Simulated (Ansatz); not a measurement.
Runs of Ansatz 0.2.0 on SiC (Moissanite). Symmetry: P6_3mc, No. 186, hexagonal system. Conventional cell: a = 3.076 Å, b = 3.076 Å, c = 5.048 Å, α = 90.00°, β = 90.00°, γ = 120.00°. Around Si (site symmetry 3m) lie 4 C at 1.87 to 1.94 Å. Around C (site symmetry 3m) lie 4 Si at 1.87 to 1.94 Å. 

| task | level | potentials or basis | cell | cutoff (eV) | points for each segment of the path | gap on the mesh (eV) | pressure (GPa) | relaxed volume (Å³/atom) | largest force (eV/Å) |
| --- | --- | --- | --- | --- | --- | --- | --- | --- | --- |
| relaxation of cell and atoms | PBEsol+D3(BJ) | Ansatz PAW | relaxed | 420 | - | 2.26 | 0.0 | (c) | - |
| relaxation of cell and atoms | revPBE | Ansatz PAW | relaxed | 420 | - | (a) | 0.0 | 10.62 | - |
| band structure | PBE | PseudoDojo stringent (PBE files) | as given | 1116 | 14 | (b) | 3.7 | - | 0.76 |
| single point | PBE | Ansatz PAW | as given | 800 | - | 2.48 | 3.7 | - | 0.75 |

Alike in all rows: no spin polarisation; k mesh 10 × 10 × 5; smearing fermi-dirac 0.05 eV.

Fill in the values left out.

(a) 2.51; (b) 2.49; (c) 10.16.

Caveats: odd divisions of the mesh miss points on the zone boundary, where band edges often lie, so the gap on the mesh can be too wide (some runs); the plane-wave basis is chosen anew once the cell has moved, so the energies of steps on either side of that aren't comparable (some runs); the PAW data sets come from PBE, with cores solved anew for the run's functional, which leaves a small shift of forces and pressure (some runs); the k mesh misses the band edges, so the gap on the mesh is wider than the one along the path (some runs).
